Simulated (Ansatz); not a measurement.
# Fe (diamond type): how the settings move a single-point run

Question: which choices in the input matter for Fe (diamond type)?

Method: reference: DFT, PBE, norm-conserving pseudopotentials, Ansatz's default files, scalar-relativistic, in Ansatz 0.2.0.

### 1 The starting structure

The structure is cubic, space group Fd-3m (No. 227). Conventional cell: a = 4.741 Å, b = 4.741 Å, c = 4.741 Å, α = 90.00°, β = 90.00°, γ = 90.00°. Fe (site symmetry -43m) is surrounded by 4 Fe at 2.05 Å.

Structure file:

```cif
data_structure
_symmetry_space_group_name_H-M 'Fd-3m:1'
_symmetry_Int_Tables_number 227
_cell_length_a 4.7405
_cell_length_b 4.7405
_cell_length_c 4.7405
_cell_angle_alpha 90.000
_cell_angle_beta 90.000
_cell_angle_gamma 90.000
_cell_volume 106.53
loop_
_atom_site_label
_atom_site_type_symbol
_atom_site_symmetry_multiplicity
_atom_site_Wyckoff_symbol
_atom_site_fract_x
_atom_site_fract_y
_atom_site_fract_z
_atom_site_occupancy
Fe1 Fe 8 b 0.00000 0.50000 0.00000 1
```

### 2 The reference run

Input file input.yaml:

```yaml
crystal:
  lattice:
    - [0.0, 2.370273133, 2.370273133]
    - [2.370273133, 0.0, 2.370273133]
    - [2.370273133, 2.370273133, 0.0]
  atoms:
    - { symbol: Fe, position: [-0.125, -0.125, -0.125], spin: 2.5 }
    - { symbol: Fe, position: [0.125, 0.125, 0.125], spin: 2.5 }
magnetization:
  spin_polarized: true
kpoints:
  mp_grid: { grid: [14, 14, 14] }
scf:
  occupations: { method: fermi_dirac, width: 0.08 }
hamiltonian:
  xc: pbe
  pseudopotentials: { kind: nc }
output:
  forces: true
  stress: true
  eigenvalues: true
```

On the command line:

```console
$ ansatz run input.yaml --threads 1 --pin off --max-ram 3072MiB --backend cpu --events-out ev --progress --plain --runs-dir out
```

### 3 Variant: preconditioner kerker, accuracy high

Changes to input.yaml since step 2:

```diff
@@ -14,2 +14,3 @@
   occupations: { method: fermi_dirac, width: 0.08 }
+  mixing: { preconditioner: kerker }
 hamiltonian:
@@ -21 +22,2 @@
   eigenvalues: true
+accuracy: high
```

Before running it: what results should come out? Wanted: for each run, ending; energy change; pressure; gap; force.

The runs gave:

| run | ending | energy change | pressure (GPa) | gap (eV) | force (eV/Å) | cycles | time |
| --- | --- | --- | --- | --- | --- | --- | --- |
| reference | converged | 0 | 15.3 | 0.00 | 0.00 | 13 | 36 s |
| 1: preconditioner kerker, accuracy high | converged | 0.0 meV/atom | 15.3 | 0.00 | 0.00 | 13 | 38 s |

Residual by cycle in the longest SCF loop of each run; runs are numbered as in the table. The quantity is the density residual dr2, in eV.

| cycle | reference | run 1 |
| --- | --- | --- |
| 1 | 0.982 | 0.982 |
| 2 | 0.5 | 0.5 |
| 3 | 0.0882 | 0.0882 |
| 4 | 0.04 | 0.04 |
| 5 | 0.013 | 0.013 |
| 6 | 0.00201 | 0.00201 |
| 8 | 2.1e-5 | 2.1e-5 |
| 9 | 8.4e-6 | 8.4e-6 |
| 10 | 5.9e-7 | 5.9e-7 |
| 11 | 2.7e-8 | 2.7e-8 |
| 12 | 6.2e-10 | 6.2e-10 |
| 13 | 1.5e-11 | 1.5e-11 |

The changed input (mixing and accuracy level) leaves the energy the same to the digits printed. The structure is not at rest: the sound run finds 15 GPa, so these are no properties of the relaxed crystal. 
